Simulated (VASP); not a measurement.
# TiC: band structure with r2SCAN50

TiC:

```
Ti C
1.0
     3.04209    0.00000    0.00000
    -1.52104    2.63452    0.00000
     0.00000    0.00000    2.69797
Ti C
1 1
Direct
  0.00000 0.00000 0.50000
  0.33333 0.66667 0.00000
```

The cell was built by a generator and needn't be a form met in nature.

- Program: VASP 6.6.1
- Task: band structure
- Functional: r2SCAN50
- Potentials or basis: VASP PAW PBE potentials, release 64 (Ti_sv, C)
- Cutoff: 520 eV
- k mesh: 5 × 5 × 5
- Occupations: fermi-dirac, width 0.05 eV
- Spin: no spin polarisation
- Grid for exact exchange (PRECFOCK): Fast
- Exchange at q = 0: truncated
- Further INCAR settings: ALGO = Normal; EDIFF = 1e-07; NBANDS = 15

```json
{"Pressure": "-9.8 GPa", "Band gap along the path": "none (metal or under the smearing width)"}
```

Stress tensor (GPa, compression positive):
```
 -5.24   0.00   0.00
  0.00  -5.24   0.00
  0.00   0.00 -19.04
```

Levels at the corners of the path, in eV from the Fermi level:
```
point  band 5  band 6  band 7  band 8  band 9  band 10  band 11  band 12
    Γ  -16.64   -3.09   -3.09   -1.81    4.10     5.79     5.79     8.87
    M  -13.70   -7.73   -1.37   -0.95   -0.95     5.25     6.37     6.67
    M  -13.70   -7.73   -1.37   -0.95   -0.95     5.25     6.37     6.67
    K  -13.27   -6.09   -5.46   -1.03    4.36     4.55     4.65     6.32
    K  -13.27   -6.09   -5.46   -1.03    4.36     4.55     4.65     6.32
    Γ  -16.64   -3.09   -3.09   -1.81    4.10     5.79     5.79     8.87
    Γ  -16.64   -3.09   -3.09   -1.81    4.10     5.79     5.79     8.87
    A  -12.81   -8.44   -1.81   -1.81    3.42     3.42     7.16     7.16
    A  -12.81   -8.44   -1.81   -1.81    3.42     3.42     7.16     7.16
    L  -12.67   -6.40   -4.81   -4.22    3.51     6.32     7.46     8.38
    L  -12.67   -6.40   -4.81   -4.22    3.51     6.32     7.46     8.38
    H  -12.38   -7.06   -6.10   -2.24    3.56     7.09     7.52     8.71
    H  -12.38   -7.06   -6.10   -2.24    3.56     7.09     7.52     8.71
    A  -12.81   -8.44   -1.81   -1.81    3.42     3.42     7.16     7.16
    L  -12.67   -6.40   -4.81   -4.22    3.51     6.32     7.46     8.38
    M  -13.70   -7.73   -1.37   -0.95   -0.95     5.25     6.37     6.67
    K  -13.27   -6.09   -5.46   -1.03    4.36     4.55     4.65     6.32
    H  -12.38   -7.06   -6.10   -2.24    3.56     7.09     7.52     8.71
```

Wall time 44 min on 1 thread of Intel(R) Xeon(R) Platinum 8375C CPU @ 2.90GHz (Ice Lake), on a shared host, peak memory 0.17 GiB.

Caveat: the k mesh is coarse (spacing up to 0.48 Å⁻¹), so the values aren't converged, least of all with exact exchange; the PAW data sets were made with another functional, which shifts forces and pressure a little.
